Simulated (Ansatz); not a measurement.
# Sc: levels with and without spin–orbit coupling

```xyz
2
Lattice="3.3088 0.0000 0.0000 -1.6544 2.8655 0.0000 0.0000 0.0000 5.2680" Properties=species:S:1:pos:R:3 pbc="T T T"
Sc    0.0000    1.9103    1.3170
Sc    1.6544    0.9552    3.9510
```

Atoms are numbered in the order listed.

Conventional cell: a = 3.309 Å, b = 3.309 Å, c = 5.268 Å, α = 90.00°, β = 90.00°, γ = 120.00°. Around Sc (atom 1) lie 12 Sc at 3.25 to 3.31 Å.

The cell is COD entry 9011704, as deposited and not checked against the literature; nothing was relaxed.

Methods: DFT, PBE, all-electron LAPW, scalar-relativistic (Ansatz 0.2.0); DFT, PBE, all-electron LAPW, Dirac equation with spin-orbit coupling (Ansatz 0.2.0).

Settings: a Γ-centred 13×13×7 k mesh, Fermi–Dirac smearing of 0.03 eV, basis error target 0.5 meV/atom, no spin polarisation.

Levels between -6 and 0 eV, each run counted from its own valence-band top where it has a gap, else its Fermi level. Scalar levels are listed once for both spins; with the coupling every spinor state is counted. Levels near the edges of the range can cross them.

Task: At H (0.333, 0.333, 0.500) the scalar-relativistic levels are -0.39 (×2), -0.13 (×2). What are they with spin–orbit coupling?

Result: -0.40 (×2), -0.39 (×2), -0.13 (×2), -0.12 (×2).
